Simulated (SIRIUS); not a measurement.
**ZrS2 in SIRIUS: convergence with k mesh**

Crystal: ZrS2.

```
CELL_PARAMETERS angstrom
3.69138 0.00000 0.00000
-1.84569 3.19683 0.00000
0.00000 0.00000 6.04108
ATOMIC_POSITIONS crystal
Zr 0.00000 0.00000 0.00000
S 0.33333 0.66667 0.23791
S 0.66667 0.33333 0.76209
```

The cell is a database's computed one.

```yaml
Program: SIRIUS 7.12.0
Task: convergence study
Functional: LDA
Potentials_or_basis: all-electron FP-LAPW
Cutoff: 168 eV
Basis: apw+lo standard
k_mesh: 1 × 1 × 1
Occupations: fermi-dirac, width 0.05 eV
Spin: no spin polarisation
```

These are the settings of the first run; the series varies k mesh, with any setting tied to it.

Hardware: 1 thread of Arm Neoverse V2 (shared host).

**Question.** The values tried are 1 × 1 × 1, 2 × 2 × 1, 4 × 4 × 2, 5 × 5 × 3, 6 × 6 × 4, 8 × 8 × 5, 10 × 10 × 6, loosest first. From which on does the energy stay within 1 meV/atom of the tightest run that finished?

**Answer.** From 8 × 8 × 5 on.

| k mesh | energy less the tightest run, at zero smearing (meV/atom) | largest force (eV/Å) | gap on the mesh (eV) | SCF cycles | CPU time (s) | peak memory (GiB) |
| --- | --- | --- | --- | --- | --- | --- |
| 1 × 1 × 1 | 2414.22 | 4.794 | 0.765 | 8 | 37 | 0.45 |
| 2 × 2 × 1 | 272.09 | 0.717 | 0.873 | 9 | 40 | 0.46 |
| 4 × 4 × 2 | 25.48 | 0.330 | 0.930 | 8 | 45 | 0.48 |
| 5 × 5 × 3 | 9.02 | 0.317 | 1.037 | 8 | 52 | 0.5 |
| 6 × 6 × 4 | 3.21 | 0.308 | 0.951 | 8 | 73 | 0.56 |
| 8 × 8 × 5 | 0.41 | 0.300 | 0.936 | 7 | 92 | 0.63 |
| 10 × 10 × 6 | 0.00 | 0.298 | 0.912 | 7 | 140 | 0.78 |

Against the tightest run, the largest force stays within 0.005 eV/Å from 8 × 8 × 5 on. Not settled before the last step: the gap on the mesh (to 0.01 eV). Meshes of other sizes hit other points, so gaps and Fermi surfaces needn't settle smoothly. The tightest run that finished is the yardstick and may itself not be fully converged.
